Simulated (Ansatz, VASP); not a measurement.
## CaSe in VASP and in Ansatz

The input INCAR:

```
  PREC = Accurate
  ENCUT = 520
  EDIFF = 1E-7
  ISMEAR = 0
  SIGMA = 0.02
  LREAL = F
  LASPH = T
  NELM = 80
  ALGO = Normal
  ISIF = 2
  LWAVE = F
  LCHARG = T
  GGA = PE
  LELF = T
  LVHAR = T
  NBANDS = 15
```

The input KPOINTS:

```
regular mesh
0
Gamma
  8 8 8
```

Contents of POSCAR:

```
CaSe
1.0
    0.0000000000      2.9826926800      2.9826926800
    2.9826926800      0.0000000000      2.9826926800
    2.9826926800      2.9826926800      0.0000000000
Ca Se
1 1
Direct
    0.0000000000      0.0000000000      0.0000000000
    0.5000000000      0.5000000000      0.5000000000
```

Input for Ansatz:

```yaml
crystal:
  lattice:
    - [0.0, 2.98269268, 2.98269268]
    - [2.98269268, 0.0, 2.98269268]
    - [2.98269268, 2.98269268, 0.0]
  atoms:
    - { symbol: Ca, position: [0.0, 0.0, 0.0] }
    - { symbol: Se, position: [0.5, 0.5, 0.5] }
basis:
  ecutwfc: 420
kpoints:
  mp_grid: { grid: [8, 8, 8] }
hamiltonian:
  xc: pbe
scf:
  occupations: { method: gaussian, width: 0.02 }
output:
  forces: true
  stress: true
  eigenvalues: true
```

Alike in both runs: task single point; functional PBE; k mesh 8 × 8 × 8; occupations gaussian, width 0.02 eV; no spin polarisation.

|  | VASP | Ansatz |
| --- | --- | --- |
| version | VASP 6.6.1 | Ansatz 0.2.0 |
| potentials or method | VASP PAW PBE potentials, release 64 (Ca_sv, Se) | scalar-relativistic, plane waves, PAW |
| plane-wave cutoff (eV) | 520 | 420 |
| valence electrons in the cell | 16 | 26 |

Ansatz gave:

- gap on the k mesh at the Fermi level (eV): 2.09
- least direct gap on the mesh (eV): 3.00
- pressure (GPa): -0.2

Q: Estimate VASP's values.

A: gap on the k mesh at the Fermi level (eV): 2.08; least direct gap on the mesh (eV): 2.99; pressure (GPa): 0.0.

With one functional, cell and mesh, what is left measures potentials, basis and numerics. The two sets of potentials don't hold the same shells in valence.

A k mesh can miss the band edges.
